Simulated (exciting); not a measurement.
# Sn (I4_1/amd) in exciting: single point with PBE

Aim: the single point of Sn with PBE.

Program: exciting (release sodium). These are calculated values, not measurements. Logs are shortened: lines on timing, memory, paths and dates and some standing lists are left out, and cuts for length are marked.

## Step 1: The structure

The structure is tetragonal, space group I4_1/amd (No. 141). Conventional cell: a = 5.880 Å, b = 5.880 Å, c = 3.199 Å, α = 90.00°, β = 90.00°, γ = 90.00°. Sn (site symmetry -4m2) has 6 Sn at 3.05 to 3.20 Å as nearest neighbours.

## Step 2: Single point, PBE

input.xml reads:

```xml
<input>
  <title>Sn</title>
  <structure speciespath="./" tshift="false">
    <crystal scale="1">
      <basevect>-5.556060228450 5.556060228450 3.022242749590</basevect>
      <basevect>5.556060228450 -5.556060228450 3.022242749590</basevect>
      <basevect>5.556060228450 5.556060228450 -3.022242749590</basevect>
    </crystal>
    <species speciesfile="Sn.xml" rmt="2.3">
      <atom coord="0.000000000000 0.000000000000 0.000000000000"/>
      <atom coord="0.750000000000 0.250000000000 0.500000000000"/>
    </species>
  </structure>
  <groundstate do="fromscratch" ngridk="9 9 9" rgkmax="9" gmaxvr="14" lmaxapw="10" lmaxmat="10" lmaxvr="8" xctype="GGA_PBE" stype="Gaussian" swidth="0.00040424" nempty="10" ValenceRelativity="iora*" epsengy="1e-05" epspot="1e-05" maxscl="60" tforce="true" outputlevel="low"/>
</input>
```

Potentials or basis: all-electron LAPW+lo, shipped species files, valence relativity iora*.

Started as:

```
$ OMP_NUM_THREADS=1 exciting_smp
```

INFO.OUT:

```text
================================================================================
EXCITING SODIUM started
[... 10 lines left out ...]

 Lattice vectors (cartesian) :
     -5.5560602284      5.5560602284      3.0222427496
      5.5560602284     -5.5560602284      3.0222427496
      5.5560602284      5.5560602284     -3.0222427496

 Reciprocal lattice vectors (cartesian) :
     -0.0000000000      0.5654353129      1.0394905088
      0.5654353129     -0.0000000000      1.0394905088
      0.5654353129      0.5654353129     -0.0000000000

 Unit cell volume                           :     373.1841805393
 Brillouin zone volume                      :       0.6646857675

 Species :    1 (Sn)
     parameters loaded from                 :    Sn.xml
     name                                   :    tin

     atomic positions (lattice) :
       1 :   0.00000000  0.00000000  0.00000000
       2 :   0.75000000  0.25000000  0.50000000

 Total number of atoms per unit cell        :       2

 Spin treatment                             :    spin-unpolarised

 Number of Bravais lattice symmetries       :      16
 Number of crystal symmetries               :      16

 k-point grid                               :       9    9    9
 Total number of k-points                   :      75
 k-point set is reduced with crystal symmetries

 R^MT_min * |G+k|_max (rgkmax)              :       9.00000000

 G-vector grid sizes                        :      40    40    40
 Total number of G-vectors                  :   17313

 Total nuclear charge                       :    -100.00000000
 Total electronic charge                    :     100.00000000

 Number of empty states                     :      10
 Total number of valence states             :      31

 Exchange-correlation type                  :      20
     Perdew-Burke-Ernzerhof, Phys. Rev. Lett. 77, 3865 (1996)
     Generalised gradient approximation (GGA)

 Smearing scheme                            :    Gaussian
 Smearing width                             :       0.00040424

++++++++++++++++++++++++++++++++++++++++++++++++++++++++++++++++++++++++++++++++
+ Ending initialization                                                        +
++++++++++++++++++++++++++++++++++++++++++++++++++++++++++++++++++++++++++++++++

********************************************************************************
* Groundstate module started                                                   *
********************************************************************************
 Output level for this task is set to low

++++++++++++++++++++++++++++++++++++++++++++++++++++++++++++++++++++++++++++++++
[... 5 lines left out ...]
+ SCF iteration number :    1                                                  +
++++++++++++++++++++++++++++++++++++++++++++++++++++++++++++++++++++++++++++++++
 Total energy                               :    -12354.85226157
 _______________________________________________________________
 Fermi energy                               :         0.25787010
 DOS at Fermi energy (states/Ha/cell)       :        34.80240190
 Electron charge: Core leakage              :         0.00079707

++++++++++++++++++++++++++++++++++++++++++++++++++++++++++++++++++++++++++++++++
+ SCF iteration number :    2                                                  +
++++++++++++++++++++++++++++++++++++++++++++++++++++++++++++++++++++++++++++++++
 Total energy                               :    -12356.52676414
 _______________________________________________________________
 Fermi energy                               :         0.25555462
 DOS at Fermi energy (states/Ha/cell)       :        38.64319206
 Electron charge: Core leakage              :         0.00079231

 RMS change in effective potential (target) :  0.300928E-01  ( 0.100000E-04)
 Absolute change in total energy   (target) :   1.67450      ( 0.100000E-04)
 Charge distance                   (target) :  0.421646E-03  ( 0.100000E-04)
 Abs. change in max-nonIBS-force   (target) :   0.00000      ( 0.500000E-04)

++++++++++++++++++++++++++++++++++++++++++++++++++++++++++++++++++++++++++++++++
+ SCF iteration number :    3                                                  +
++++++++++++++++++++++++++++++++++++++++++++++++++++++++++++++++++++++++++++++++
 Total energy                               :    -12357.37674491
 _______________________________________________________________
 Fermi energy                               :         0.25376066
 DOS at Fermi energy (states/Ha/cell)       :        42.58856293
 Electron charge: Core leakage              :         0.00078964

 RMS change in effective potential (target) :  0.226254E-01  ( 0.100000E-04)
 Absolute change in total energy   (target) :  0.849981      ( 0.100000E-04)
 Charge distance                   (target) :  0.232046E-03  ( 0.100000E-04)
 Abs. change in max-nonIBS-force   (target) :   0.00000      ( 0.500000E-04)

++++++++++++++++++++++++++++++++++++++++++++++++++++++++++++++++++++++++++++++++
+ SCF iteration number :    4                                                  +
++++++++++++++++++++++++++++++++++++++++++++++++++++++++++++++++++++++++++++++++
 Total energy                               :    -12357.75048896
 _______________________________________________________________
 Fermi energy                               :         0.24957403
 DOS at Fermi energy (states/Ha/cell)       :        44.08727731
 Electron charge: Core leakage              :         0.00078765
[... 99 lines left out ...]
 RMS change in effective potential (target) :  0.171003E-07  ( 0.100000E-04)
 Absolute change in total energy   (target) :  0.151865E-04  ( 0.100000E-04)
 Charge distance                   (target) :  0.737949E-08  ( 0.100000E-04)
 Abs. change in max-nonIBS-force   (target) :   0.00000      ( 0.500000E-04)

++++++++++++++++++++++++++++++++++++++++++++++++++++++++++++++++++++++++++++++++
+ SCF iteration number :   12                                                  +
++++++++++++++++++++++++++++++++++++++++++++++++++++++++++++++++++++++++++++++++
 Total energy                               :    -12358.16917804
 _______________________________________________________________
 Fermi energy                               :         0.24929012
 DOS at Fermi energy (states/Ha/cell)       :        47.87696655
 Electron charge: Core leakage              :         0.00078639

 RMS change in effective potential (target) :  0.202682E-08  ( 0.100000E-04)
 Absolute change in total energy   (target) :  0.462711E-05  ( 0.100000E-04)
 Charge distance                   (target) :  0.284520E-08  ( 0.100000E-04)
 Abs. change in max-nonIBS-force   (target) :   0.00000      ( 0.500000E-04)

++++++++++++++++++++++++++++++++++++++++++++++++++++++++++++++++++++++++++++++++
+ SCF iteration number :   13                                                  +
++++++++++++++++++++++++++++++++++++++++++++++++++++++++++++++++++++++++++++++++
 Total energy                               :    -12358.16917742
 _______________________________________________________________
 Fermi energy                               :         0.24929012
 DOS at Fermi energy (states/Ha/cell)       :        47.87696998
 Electron charge: Core leakage              :         0.00078639

 RMS change in effective potential (target) :  0.349437E-08  ( 0.100000E-04)
 Absolute change in total energy   (target) :  0.618180E-06  ( 0.100000E-04)
 Charge distance                   (target) :  0.403227E-09  ( 0.100000E-04)
 Abs. change in max-nonIBS-force   (target) :   0.00000      ( 0.500000E-04)

++++++++++++++++++++++++++++++++++++++++++++++++++++++++++++++++++++++++++++++++
| Convergency criteria checked for the last 2 iterations                       +
| Convergence targets achieved. Performing final SCF iteration                 +
++++++++++++++++++++++++++++++++++++++++++++++++++++++++++++++++++++++++++++++++
 Total energy                               :    -12358.16917936
 _______________________________________________________________
 Fermi energy                               :         0.24929012
 DOS at Fermi energy (states/Ha/cell)       :        47.87696521
 Electron charge: Core leakage              :         0.00078639

++++++++++++++++++++++++++++++++++++++++++++++++++++++++++++++++++++++++++++++++
+ Self-consistent loop stopped                                                 +
++++++++++++++++++++++++++++++++++++++++++++++++++++++++++++++++++++++++++++++++
 STATE.OUT is written

--------------------------------------------------------------------------------
- Writing atomic positions and forces                                          -
--------------------------------------------------------------------------------

 Atomic positions (lattice) :
 atom     1  Sn  :     0.00000000    0.00000000    0.00000000
 atom     2  Sn  :     0.75000000    0.25000000    0.50000000

 Total atomic forces including IBS (cartesian) :
 atom     1  Sn  :     0.00000000    0.00000000    0.00000000
 atom     2  Sn  :    -0.00000000   -0.00000000    0.00000000

 Atomic force components including IBS (cartesian) :
 atom     1  Sn  :     0.00000000   -0.00000000    0.00000000   HF force
                 :    -0.00000000    0.00000000    0.00000000   core correction
                 :     0.00000000    0.00000000    0.00000000   IBS correction
 atom     2  Sn  :    -0.00000000    0.00000000   -0.00000000   HF force
                 :     0.00000000    0.00000000    0.00000000   core correction
                 :     0.00000000    0.00000000   -0.00000000   IBS correction

********************************************************************************
* Groundstate module stopped                                                   *
********************************************************************************

================================================================================
| EXCITING SODIUM stopped                                                      =
================================================================================
```

Run time: 3.2 min. Hardware: 1 thread of Arm Neoverse V2, shared host; peak memory 0.15 GiB.

Results:

```
Free energy            : -336282.9149 eV
Band gap on the k mesh : none (metal or under the smearing width)
```
